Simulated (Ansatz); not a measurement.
Space group Im-3m (No. 229). a = 5.068 Å, b = 5.068 Å, c = 5.068 Å, α = 90.00°, β = 90.00°, γ = 90.00°
```json
{"atom": "Ba", "site": "2a", "symmetry": "m-3m", "x": "0.0000", "y": "0.0000", "z": "0.0000"}
```

Equation of state of this Ba structure (not necessarily the ground state), with shape and atoms relaxed at each volume where symmetry leaves them free. It has no gap at any of these volumes. Computed with DFT r2SCAN, scalar-relativistic, plane waves, PAW in Ansatz 0.2.0.

Cutoff 500 eV; k points 12×12×12 on the computed 1-atom cell (Γ-centred); Gaussian smearing, width 0.10 eV; no spin polarisation.

```
V (Å³/atom) E − E(largest V) (meV/atom) P (GPa)
     61.179                         1.24     0.55
     63.132                        -3.56     0.26
     65.084                        -5.20     0.01
     67.037                        -3.94    -0.22
     68.989                         0.00    -0.43
```

**Question.** Fit a third-order Birch–Murnaghan equation to E(V).

**Answer.** V0 = 65.19 Å³/atom, B0 = 8 GPa, B0' = 1.8.

Spin-orbit coupling is left out, which matters for the bands of heavy elements.

Cost: 5 runs of about 0.56 core-minutes in all, on Intel Xeon 6975P-C (Granite Rapids) (shared hosts).